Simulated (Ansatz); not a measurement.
Input, command and steps of an Ansatz relaxation.

```yaml
crystal:
  lattice:
    - [-2.5511764115, 2.5511764115, 1.3930752959]
    - [2.5511764115, -2.5511764115, 1.3930752959]
    - [2.5511764115, 2.5511764115, -1.3930752959]
  atoms:
    - { symbol: Ge, position: [0.25, 0.75, 0.5] }
    - { symbol: Ge, position: [0.5, 0.5, 0.0] }
basis:
  ecutwfc: 420
kpoints:
  mp_grid: { grid: [16, 16, 16] }
hamiltonian:
  xc: pbe
scf:
  occupations: { method: gaussian, width: 0.1 }
output:
  forces: true
  stress: true
  eigenvalues: true
relax:
  adjacent_minimum: "off"
  f_tol: 0.01
  max_steps: 30
  cell: { stress_tol: 0.1, fix: [volume] }
```

```bash
ansatz run input.yaml --threads 1 --pin off --max-ram 2560MiB --backend cpu --events-out ev --progress --plain --runs-dir out
```

Level of theory: DFT PBE, scalar-relativistic, plane waves, PAW in Ansatz.

The volume is held at 0.94 times that of the relaxed cell.

Of 3 frames 3 are shown, positions in Å and forces in eV/Å; the SCF threshold varies from step to step. Steps run on the plane waves of an earlier cell, with a Pulay correction in the pressure. The basis is chosen afresh for the last frame, the zero of the energies, and at times for earlier ones too; energy and pressure step there, also at an unchanged geometry.

```xyz
2
Lattice="-2.5512 2.5512 1.3931 2.5512 -2.5512 1.3931 2.5512 2.5512 -1.3931" Properties=species:S:1:pos:R:3:forces:R:3 pbc="T T T" step=1 free_energy_over_end_meV_per_atom=0.03 pressure_GPa=4.92
Ge    2.5512    0.0000    0.6965    0.0000    0.0000    0.0000
Ge    0.0000    0.0000    1.3931    0.0000    0.0000    0.0000
2
Lattice="-2.5527 2.5527 1.3914 2.5527 -2.5527 1.3914 2.5527 2.5527 -1.3914" Properties=species:S:1:pos:R:3:forces:R:3 pbc="T T T" step=2 free_energy_over_end_meV_per_atom=0.00 pressure_GPa=4.91
Ge    2.5527    0.0000    0.6957    0.0000    0.0000    0.0000
Ge    0.0000    0.0000    1.3914    0.0000    0.0000    0.0000
2
Lattice="-2.5527 2.5527 1.3914 2.5527 -2.5527 1.3914 2.5527 2.5527 -1.3914" Properties=species:S:1:pos:R:3:forces:R:3 pbc="T T T" step=3 free_energy_over_end_meV_per_atom=0.00 pressure_GPa=4.91
Ge    2.5527    0.0000    0.6957    0.0000    0.0000    0.0000
Ge    0.0000    0.0000    1.3914    0.0000    0.0000    0.0000
```

Time: 11 s on 1 thread of AMD EPYC 9R45 96-Core Processor (Zen 5) (shared host), peak memory 0.55 GiB.